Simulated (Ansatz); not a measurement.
## Elastic constants of BAs and what follows from them

The cell as given, ahead of any relaxation:

```
CELL_PARAMETERS angstrom
0.00000 2.38850 2.38850
2.38850 0.00000 2.38850
2.38850 2.38850 0.00000
ATOMIC_POSITIONS crystal
As 0.75000 0.75000 0.75000
B 0.00000 0.00000 0.00000
```

Constants in GPa on the cubic axes, for the cell as given (13.63 Å³ an atom), with the atoms relaxed in the strained cells where symmetry lets them move; no spin polarisation, no spin-orbit coupling. Meshes are those of the run's cell of 2 atoms. Ansatz's plane-wave pressures hold its Pulay term. Occupations: fixed (run 1). Space group F-43m.

| run | level | program and potentials | k mesh | cell | C11 | C12 | C44 |
| --- | --- | --- | --- | --- | --- | --- | --- |
| 1 | r2SCAN | Ansatz, Ansatz PAW (made for PBE), 500 eV | 8 × 8 × 8 | as given, 0.61 GPa | 292.5 | 69.0 | 158.7 |

Problem. Work out the bulk, shear and Young's moduli of a random polycrystal, Poisson's ratio and the anisotropy, and test the cell's stability.

Solution. From the values as printed: B = (C11 + 2 C12)/3 = 143.5 GPa. Voigt: G_V = (C11 - C12 + 3 C44)/5 = 139.9; Reuss: G_R = 5 C44 (C11 - C12)/[4 C44 + 3 (C11 - C12)] = 135.9; Hill's mean, from the unrounded bounds, G = 137.9 GPa. Young's modulus E = 9BG/(3B + G) = 313.3 GPa, Poisson's ratio ν = (3B - 2G)/[2(3B + G)] = 0.136. Zener's ratio 2 C44/(C11 - C12) = 1.42, so the crystal is stiffest along ⟨111⟩ and softest along ⟨100⟩. C11 > |C12|, C11 + 2 C12 > 0 and C44 > 0 hold, so the cell is stable against small uniform strains, which says nothing of soft phonons. Under pressure the constants are those of stress over strain at that pressure. An equation of state at this level (Ansatz, Ansatz PAW, made for PBE; mesh 10 × 10 × 10) gives B0 = 140.8 GPa at its minimum of 13.68 Å³ an atom, against 13.63 here. Measured bulk modulus: 148 GPa (arxiv:1911.11281, doi:10.1063/1.5116025); the runs are for a static lattice.
